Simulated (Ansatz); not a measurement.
CdTe: single point with LDA

**The experiment to reproduce.**

From a printed reference work, data compilation, for a bulk crystal of CdTe at 0 K: band gap 1.607 eV.

CdTe:

```
Te Cd
1.0
     0.00000    3.20500    3.20500
     3.20500    0.00000    3.20500
     3.20500    3.20500    0.00000
Te Cd
1 1
Direct
  0.75000 0.75000 0.75000
  0.00000 0.00000 0.00000
```

- Program: Ansatz 0.2.0
- Task: single point
- Functional: LDA
- Potentials or basis: all-electron LAPW, scalar-relativistic
- Cutoff: 260 eV (chosen from the basis error)
- Basis error allowed: 0.001 eV/atom
- k mesh: 7 × 7 × 7
- Occupations: gaussian, width 0.05 eV
- Spin: no spin polarisation

```yaml
Pressure: 0.0 GPa
Band_gap_on_the_k_mesh: 0.61 eV, direct
```

Levels at points of the mesh, in eV from the valence-band top:
| k point | band 19 | band 20 | band 21 | band 22 | band 23 | band 24 | band 25 | band 26 |
| --- | --- | --- | --- | --- | --- | --- | --- | --- |
| (0.00, 0.00, 0.00) | -8.09 | 0.00 | 0.00 | 0.00 | 0.61 | 4.51 | 4.51 | 4.51 |

Run time: 24 s on 1 thread of Intel(R) Xeon(R) Processor @ 2.50GHz (Skylake/Cascade Lake) (shared host), peak memory 0.31 GiB.

Measured gap of CdTe: 1.607 eV (0 K; a printed reference work, data compilation). This calculation gives 0.61 eV (-1.00 eV). Spin-orbit coupling on Cd, Te is left out. The value is that of LDA, without temperature or zero-point motion. Semilocal functionals fall short of measured gaps as a rule.

Caveat: spin-orbit coupling is left out, which moves the levels of the heavy elements.
